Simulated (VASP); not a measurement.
# NaF (Villiaumite) (Fm-3m) in VASP: notebook, part 2 of 3

VASP 6.6.1. Earlier steps stand in the parts before.

**3. Band structure, r2SCAN**

INCAR

```
ALGO = Normal ; EDIFF = 1E-6
ENCUT = 520 ; ISIF = 2
ISMEAR = 0 ; LASPH = True
LCHARG = False ; LMIXTAU = True
LREAL = False ; LWAVE = False
METAGGA = R2SCAN ; NBANDS = 14
NELM = 80 ; PREC = Accurate
SIGMA = 0.03
```

KPOINTS

```
k-points
0
Gamma
  10 10 10
```

POSCAR

```
NaF                                     
1.0
    0.0000000000      2.3140630840      2.3140630840
    2.3140630840      0.0000000000      2.3140630840
    2.3140630840      2.3140630840      0.0000000000
  Na              F             
     1     1
Direct
     0.0000000000000000    0.0000000000000000    0.0000000000000000
     0.5000000000000000    0.5000000000000000    0.5000000000000000
```

KPOINTS_OPT is that of step 2.

Potentials or basis: VASP PAW PBE potentials, release 64 (Na_pv, F).

On the command line:

```bash
$ cat potpaw_PBE.64/Na_pv/POTCAR potpaw_PBE.64/F/POTCAR > POTCAR
$ mpirun -np 1 vasp_std > vasp.out
```

OUTCAR:

```text
EDIFF = 1E-6
   ENCUT = 520
   ISIF = 2
   ISMEAR = 0
   LASPH = True
   LREAL = False
   METAGGA = R2SCAN
   NELM = 80
   PREC = Accurate

 ion  position               nearest neighbor table
   1  0.000  0.000  0.000-   2 2.31   2 2.31   2 2.31   2 2.31   2 2.31   2 2.31
   2  0.500  0.500  0.500-   1 2.31   1 2.31   1 2.31   1 2.31   1 2.31   1 2.31

  LATTYP: Found a face centered cubic cell.
 ALAT       =     4.6281261680

  Lattice vectors:

 A1 = (   0.0000000000,   2.3140630840,   2.3140630840)
 A2 = (   2.3140630840,   0.0000000000,   2.3140630840)
 A3 = (   2.3140630840,   2.3140630840,   0.0000000000)

Analysis of symmetry for initial positions (statically):
=====================================================================
 Subroutine PRICEL returns:
 Original cell was already a primitive cell.

 Routine SETGRP: Setting up the symmetry group for a
 face centered cubic supercell.

 Subroutine GETGRP returns: Found 48 space group operations
 (whereof 48 operations were pure point group operations)
 out of a pool of 48 trial point group operations.

The static configuration has the point symmetry O_h .

Analysis of symmetry for dynamics (positions and initial velocities):
=====================================================================
 Subroutine PRICEL returns:
 Original cell was already a primitive cell.

 Routine SETGRP: Setting up the symmetry group for a
 face centered cubic supercell.

 Subroutine GETGRP returns: Found 48 space group operations
 (whereof 48 operations were pure point group operations)
 out of a pool of 48 trial point group operations.

The dynamic configuration has the point symmetry O_h .

 Subroutine INISYM returns: Found 48 space group operations
 (whereof 48 operations are pure point group operations),
 and found     1 'primitive' translations

----------------------------------------------------------------------------------------

                                     Primitive cell

  volume of cell :      24.7831

  direct lattice vectors                    reciprocal lattice vectors
     0.000000000  2.314063084  2.314063084    -0.216070168  0.216070168  0.216070168
     2.314063084  0.000000000  2.314063084     0.216070168 -0.216070168  0.216070168
     2.314063084  2.314063084  0.000000000     0.216070168  0.216070168 -0.216070168

  length of vectors
     3.272579398  3.272579398  3.272579398     0.374244509  0.374244509  0.374244509

  position of ions in fractional coordinates (direct lattice)
     0.000000000  0.000000000  0.000000000
     0.500000000  0.500000000  0.500000000

  ion indices of the primitive-cell ions
   primitive index   ion index
                 1           1
                 2           2

----------------------------------------------------------------------------------------

 KPOINTS: k-points

Automatic generation of k-mesh.
 Grid dimensions read from file:
 generate k-points for:   10   10   10

 Generating k-lattice:

  Cartesian coordinates                     Fractional coordinates (reciprocal lattice)
    -0.021607017  0.021607017  0.021607017     0.100000000  0.000000000  0.000000000
     0.021607017 -0.021607017  0.021607017     0.000000000  0.100000000  0.000000000
[... 41 lines left out ...]
   number of dos      NEDOS =    301   number of ions     NIONS =      2
   total plane-waves  NPLWV =  13824
   dimension x,y,z NGX =    24 NGY =   24 NGZ =   24
   dimension x,y,z NGXF=    48 NGYF=   48 NGZF=   48
   ions per type =               1   1
   NGX,Y,Z   is equivalent  to a cutoff of  12.19, 12.19, 12.19 a.u.
   NGXF,Y,Z  is equivalent  to a cutoff of  24.38, 24.38, 24.38 a.u.
 SYSTEM =  unknown system
   PREC   = accura    normal or accurate (medium, high low for compatibility)
   ISTART =      0    job   : 0-new  1-cont  2-samecut
   ICHARG =      2    charge: 1-file 2-atom 10-const
   ISPIN  =      1    spin polarized calculation?
   LNONCOLLINEAR =      F non collinear calculations
   LSORBIT =      F    spin-orbit coupling
   LASPH  =      T    aspherical Exc in radial PAW
   ENCUT  =  520.0 eV  38.22 Ry    6.18 a.u.   6.08  6.08  6.08*2*pi/ulx,y,z
   NELM   =     80;   NELMIN=  2; NELMDL= -5     # of ELM steps
   EDIFF  = 0.1E-05   stopping-criterion for ELM
   LREAL  =      F    real-space projection
   EDIFFG = 0.1E-04   stopping-criterion for IOM
   NSW    =      0    number of steps for IOM
   IBRION =     -1    ionic relax: 0-MD 1-quasi-New 2-CG
   NFREE  =      0    steps in history (QN), initial steepest desc. (CG)
   ISIF   =      2    stress and relaxation
   ISYM   =      2    0-nonsym 1-usesym 2-fastsym
   POTIM  = 0.5000    time-step for ionic-motion
   TEBEG  =    0.0;   TEEND  =   0.0 temperature during run
   PSTRESS=    0.0 pullay stress
   NELECT =      14.0000    total number of electrons
   NUPDOWN=      -1.0000    fix difference up-down
   EMIN   =  10.00;   EMAX   =-10.00  energy-range for DOS
   EFERMI =   0.00;   METHOD = LEGACY
   ISMEAR =     0;   SIGMA  =   0.03  broadening in eV -4-tet -1-fermi 0-gaus
   EFERMI_NEDOS =   21; number of points for ismear=-14 and -15
   IALGO  =     38    algorithm
   IMIX   =      4    mixing-type and parameters
     AMIX     =   0.40;   BMIX     =  1.00
     AMIX_MAG =   1.60;   BMIX_MAG =  1.00
  volume/ion in A,a.u.               =      12.39        83.62
  Fermi-wavevector in a.u.,A,eV,Ry     =   1.353315  2.557395 24.918556  1.831462
  Thomas-Fermi vector in A             =   2.480581
   LORBIT       =      0    0 simple, 1 ext, 2 COOP (PROOUT), +10 PAW based schemes
   METAGGA = R2SCAN    functional components
   LHFCALC =     F    Hartree Fock is set to
   AEXX    =    0.0000 exact exchange contribution
   IVDW    =     0    specifies the selected vdW correction
   LEPSILON=     F    determine dielectric tensor
   LRPA    =     F    only Hartree local field effects (RPA)
 non-spin polarized calculation
 Gauss-broadening in eV      SIGMA  =   0.03
  energy-cutoff  :      520.00
  volume of cell :       24.78
 maximum number of plane-waves:       692
   NGX = 13   NGY = 13   NGZ = 13

 number of electron      13.9999983 magnetization

 Free energy of the ion-electron system (eV)
  ---------------------------------------------------
  ext. energy  EPLUGINS =         0.00000000
  ---------------------------------------------------
  free energy    TOTEN  =       -12.59898872 eV

  energy without entropy =      -12.59898872  energy(sigma->0) =      -12.59898872

 E-fermi :  -2.5176     XC(G=0):  -9.7939

 val. band max:       -2.7088300821   @ k =   0.0000   0.0000   0.0000
 cond. band min:       4.4847865561   @ k =   0.0000   0.0000   0.0000
 fundamental gap:      7.1936166383
 Fermi energy:        -2.5175887421

 k-point     1 :       0.0000    0.0000    0.0000
  band No.  band energies     occupation
      1     -23.0107      2.00000
      2     -22.1977      2.00000
      3     -22.1971      2.00000
      4     -22.1971      2.00000
      5      -2.7089      2.00000
      6      -2.7088      2.00000
      7      -2.7088      2.00000
      8       4.4848      0.00000
      9      17.1026      0.00000
     10      17.1026      0.00000
     11      17.1026      0.00000
     12      19.7589      0.00000
     13      22.3823      0.00000
     14      22.3823      0.00000
[... 377 lines left out ...]
      1     -23.0602      2.00000
      2     -22.2433      2.00000
      3     -22.2355      2.00000
      4     -22.0312      2.00000
      5      -3.8693      2.00000
      6      -3.0912      2.00000
      7      -3.0365      2.00000
      8       8.8219      0.00000
      9      11.8128      0.00000
     10      15.3050      0.00000
     11      18.1391      0.00000
     12      18.2409      0.00000
     13      24.0476      0.00000
     14      25.0794      0.00000

 [... further k-points ...]

------------------------ aborting loop because EDIFF is reached ----------------------------------------

  FORCE on cell =-STRESS in cart. coord.  units (eV):
  Direction    XX          YY          ZZ          XY          YZ          ZX
  --------------------------------------------------------------------------------------
  -------------------------------------------------------------------------------------
  Total       -0.2751627     -0.2751627     -0.2751627      0.0000000      0.0000000     -0.0000000
  in kB      -17.7887146    -17.7887146    -17.7887146      0.0000000      0.0000000     -0.0000000
  external PRESSURE =     -17.7887146 kB  Pullay stress =       0.0000000 kB

 VOLUME and BASIS-vectors are now :
 -----------------------------------------------------------------------------
  energy-cutoff  :      520.00
  volume of cell :       24.78
      direct lattice vectors                 reciprocal lattice vectors
     0.000000000  2.314063084  2.314063084    -0.216070168  0.216070168  0.216070168
     2.314063084  0.000000000  2.314063084     0.216070168 -0.216070168  0.216070168
     2.314063084  2.314063084  0.000000000     0.216070168  0.216070168 -0.216070168

 POSITION                                       TOTAL-FORCE (eV/Angst)
 -----------------------------------------------------------------------------------
      0.00000      0.00000      0.00000         0.000000     -0.000000      0.000000
      2.31406      2.31406      2.31406        -0.000000      0.000000     -0.000000
 -----------------------------------------------------------------------------------
    total drift:                                0.000000     -0.000000      0.000000

  FREE ENERGIE OF THE ION-ELECTRON SYSTEM (eV)
  ---------------------------------------------------
  free  energy   TOTEN  =       -12.5989887195 eV

  energy  without entropy=      -12.5989887195  energy(sigma->0) =      -12.59898872
```

Run time: 57 s. Hardware: 1 thread of Intel Xeon 6975P-C (Granite Rapids), shared host; peak memory 0.16 GiB.

What came out:

```
Free energy             : -12.5990 eV
Pressure                : -1.8 GPa
Band gap on the k mesh  : 7.19 eV, direct
Band gap along the path : 7.19 eV, direct
```

Levels at the corners of the path, in eV from the valence-band top:
| point | band 4 | band 5 | band 6 | band 7 | band 8 | band 9 | band 10 | band 11 |
| --- | --- | --- | --- | --- | --- | --- | --- | --- |
| Γ | -19.49 | 0.00 | 0.00 | 0.00 | 7.19 | 19.81 | 19.81 | 19.81 |
| X | -19.54 | -1.27 | -0.40 | -0.40 | 13.93 | 14.09 | 14.88 | 21.16 |
| X | -19.54 | -1.27 | -0.40 | -0.40 | 13.93 | 14.09 | 14.88 | 21.16 |
| W | -19.25 | -0.87 | -0.87 | -0.57 | 14.05 | 14.05 | 16.60 | 18.05 |
| W | -19.25 | -0.87 | -0.87 | -0.57 | 14.05 | 14.05 | 16.60 | 18.05 |
| K | -19.27 | -1.05 | -0.82 | -0.37 | 13.62 | 14.13 | 16.03 | 20.47 |
| K | -19.27 | -1.05 | -0.82 | -0.37 | 13.62 | 14.13 | 16.03 | 20.47 |
| Γ | -19.49 | 0.00 | 0.00 | 0.00 | 7.19 | 19.81 | 19.81 | 19.81 |
| Γ | -19.49 | 0.00 | 0.00 | 0.00 | 7.19 | 19.81 | 19.81 | 19.81 |
| L | -18.97 | -1.56 | -0.27 | -0.27 | 11.65 | 13.45 | 21.45 | 21.45 |
| L | -18.97 | -1.56 | -0.27 | -0.27 | 11.65 | 13.45 | 21.45 | 21.45 |
| U | -19.27 | -1.05 | -0.82 | -0.37 | 13.62 | 14.13 | 16.03 | 20.47 |
| U | -19.27 | -1.05 | -0.82 | -0.37 | 13.62 | 14.13 | 16.03 | 20.47 |
| W | -19.25 | -0.87 | -0.87 | -0.57 | 14.05 | 14.05 | 16.60 | 18.05 |
| W | -19.25 | -0.87 | -0.87 | -0.57 | 14.05 | 14.05 | 16.60 | 18.05 |
| L | -18.97 | -1.56 | -0.27 | -0.27 | 11.65 | 13.45 | 21.45 | 21.45 |
| L | -18.97 | -1.56 | -0.27 | -0.27 | 11.65 | 13.45 | 21.45 | 21.45 |
| K | -19.27 | -1.05 | -0.82 | -0.37 | 13.62 | 14.13 | 16.03 | 20.47 |
| U | -19.27 | -1.05 | -0.82 | -0.37 | 13.62 | 14.13 | 16.03 | 20.47 |
| X | -19.54 | -1.27 | -0.40 | -0.40 | 13.93 | 14.09 | 14.88 | 21.16 |

Caveat: the PAW data sets were made with another functional, which shifts forces and pressure a little. r2SCAN opens gaps a little over a GGA but as a rule still falls short of measured ones.

**4. Dielectric tensor, PBE**

INCAR

```
SYSTEM = NaF
  ALGO = Fast
  EDIFF = 1E-8
  ENCUT = 520
  GGA = PE
  ISIF = 2
  ISMEAR = 0
  LASPH = .TRUE.
  LCHARG = .FALSE.
  LEPSILON = .TRUE.
  LREAL = .FALSE.
  LWAVE = .FALSE.
  NELM = 80
  PREC = Accurate
  SIGMA = 0.03
```

KPOINTS

```
k-points
0
Monkhorst
  16 16 16
  0 0 0
```

POSCAR is that of step 3.

Potentials or basis: VASP PAW PBE potentials, release 64 (Na_pv, F).

On the command line:

```bash
$ cat potpaw_PBE.64/Na_pv/POTCAR potpaw_PBE.64/F/POTCAR > POTCAR
$ mpirun -np 1 vasp_std > vasp.out
```

OUTCAR:

```text
SYSTEM = NaF
   EDIFF = 1E-8
   ENCUT = 520
   GGA = PE
   ISIF = 2
   ISMEAR = 0
   LASPH = .TRUE.
   LEPSILON = .TRUE.
   LREAL = .FALSE.
   NELM = 80
   PREC = Accurate

 ion  position               nearest neighbor table
   1  0.000  0.000  0.000-   2 2.31   2 2.31   2 2.31   2 2.31   2 2.31   2 2.31
   2  0.500  0.500  0.500-   1 2.31   1 2.31   1 2.31   1 2.31   1 2.31   1 2.31

  LATTYP: Found a face centered cubic cell.
 ALAT       =     4.6281261680

  Lattice vectors:

 A1 = (   0.0000000000,   2.3140630840,   2.3140630840)
 A2 = (   2.3140630840,   0.0000000000,   2.3140630840)
[... 586 lines left out ...]
 -----------------------------------------------------------------------------
    -0.00005  0.00000 -0.00000
     0.00000 -0.00005  0.00000
    -0.00000  0.00000 -0.00002

 MACROSCOPIC STATIC DIELECTRIC TENSOR (including local field effects in DFT)
 ------------------------------------------------------
           1.861640     0.000000     0.000000
           0.000000     1.861640     0.000000
           0.000000     0.000000     1.861640
 ------------------------------------------------------

 PIEZOELECTRIC TENSOR (including local field effects)  for field in x, y, z        (e  Angst)
          XX          YY          ZZ          XY          YZ          ZX
  --------------------------------------------------------------------------------
  x     0.00000     0.00000     0.00000     0.00000     0.00000     0.00000
  y     0.00000     0.00000     0.00000     0.00000     0.00000     0.00000
  z     0.00000     0.00000     0.00000     0.00000     0.00000     0.00000

 PIEZOELECTRIC TENSOR (including local field effects)  for field in x, y, z        (C/m^2)
          XX          YY          ZZ          XY          YZ          ZX
  --------------------------------------------------------------------------------
  x     0.00000     0.00000     0.00000     0.00000     0.00000     0.00000
  y     0.00000     0.00000     0.00000     0.00000     0.00000     0.00000
  z     0.00000     0.00000     0.00000     0.00000     0.00000     0.00000

 BORN EFFECTIVE CHARGES (including local field effects) (in |e|, cummulative output)
 ---------------------------------------------------------------------------------
 ion    1
    1     1.00723     0.00000     0.00000
    2     0.00000     1.00723     0.00000
    3     0.00000     0.00000     1.00723
 ion    2
    1    -1.00723     0.00000     0.00000
    2     0.00000    -1.00723     0.00000
    3     0.00000     0.00000    -1.00723
```

OSZICAR:

```text
N       E                     dE             d eps       ncg     rms          rms(c)
DAV:   1     0.113329378451E+03    0.11333E+03   -0.82944E+03  9134   0.155E+03
DAV:   2    -0.311701381942E+01   -0.11645E+03   -0.10808E+03  9581   0.372E+02
[... 13 lines left out ...]
RMM:   5    -0.650688612671E-01   -0.63368E-03   -0.42492E-05 45845   0.787E-02    0.550E-03
RMM:   6    -0.651203250110E-01   -0.51464E-04   -0.27167E-06 46625   0.163E-02    0.134E-03
RMM:   7    -0.651314399157E-01   -0.11115E-04   -0.98724E-08 44403   0.361E-03    0.257E-04
RMM:   8    -0.651329454453E-01   -0.15055E-05   -0.62838E-09 44453   0.808E-04    0.463E-05
RMM:   9    -0.651330591497E-01   -0.11370E-06   -0.67848E-10 43178   0.272E-04    0.222E-05
RMM:  10    -0.651330209797E-01    0.38170E-07   -0.14856E-10 28465   0.742E-05    0.337E-06
```

Run time: 6.4 min. Hardware: 1 thread of Intel Xeon 6975P-C (Granite Rapids), shared host; peak memory 0.73 GiB.

What came out:

```yaml
Electronic_dielectric_tensor_diagonal: 1.86
Born_charges_mean_of_the_diagonal: Na +1.01; F -1.01 e
```

Electronic dielectric tensor:
```
1.86 0.00 0.00
0.00 1.86 0.00
0.00 0.00 1.86
```

Born effective charge tensors (e):
atom 1, Na
```
1.01 0.00 0.00
0.00 1.01 0.00
0.00 0.00 1.01
```
atom 2, F
```
-1.01  0.00  0.00
 0.00 -1.01  0.00
 0.00  0.00 -1.01
```

(Continued in part 3 of 3.)
